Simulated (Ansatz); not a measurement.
A run of Ansatz 0.2.0 is set up as follows.

File input.yaml:

```yaml
crystal:
  lattice:
    - [1.8807968987, 1.0858785957, 3.5140619945]
    - [-1.8807968987, 1.0858785957, 3.5140619945]
    - [0.0, -2.1717571915, 3.5140619945]
  atoms:
    - { symbol: As, position: [0.226, 0.226, 0.226] }
    - { symbol: As, position: [0.774, 0.774, 0.774] }
hamiltonian:
  xc: pbe
  pseudopotentials: { kind: paw }
kpoints:
  mp_grid: { grid: [7, 7, 7] }
  band_path:
    path:
      - [[0.0, 0.0, 0.0], [0.5, 0.0, 0.0], [0.5, 0.2303245873, -0.2303245873]]
      - [[0.7696754127, 0.5, 0.2303245873], [0.5, 0.5, 0.5], [0.0, 0.0, 0.0], [0.3651622936, 0.0, -0.3651622936]]
      - [[0.6348377064, 0.3651622936, 0.0], [0.5, 0.5, 0.0], [0.6348377064, 0.6348377064, 0.2303245873], [0.5, 0.5, 0.5]]
      - [[0.5, 0.0, 0.0], [0.7696754127, 0.3651622936, 0.3651622936]]
    npoints: 14
scf:
  occupations: { method: fermi_dirac, width: 0.05 }
  n_extra_bands: 6
output:
  forces: true
  stress: true
  eigenvalues: true
  fatbands: false
  write_density: true
  write_potential: true
  elf: true
  volumetric_format: npy
```

Potentials or basis: Ansatz PAW.

Run with:

```sh
$ ansatz run input.yaml --threads 2 --pin off --max-ram 5632MiB --backend cpu --events-out ev --progress --plain --runs-dir out
```

Estimate the band gap on the k mesh.

none (metal or under the smearing width).

What does it give for the pressure?

3.6 GPa.

Stress tensor (GPa, compression positive):
```
3.91 0.00 0.00
0.00 3.91 0.00
0.00 0.00 3.05
```
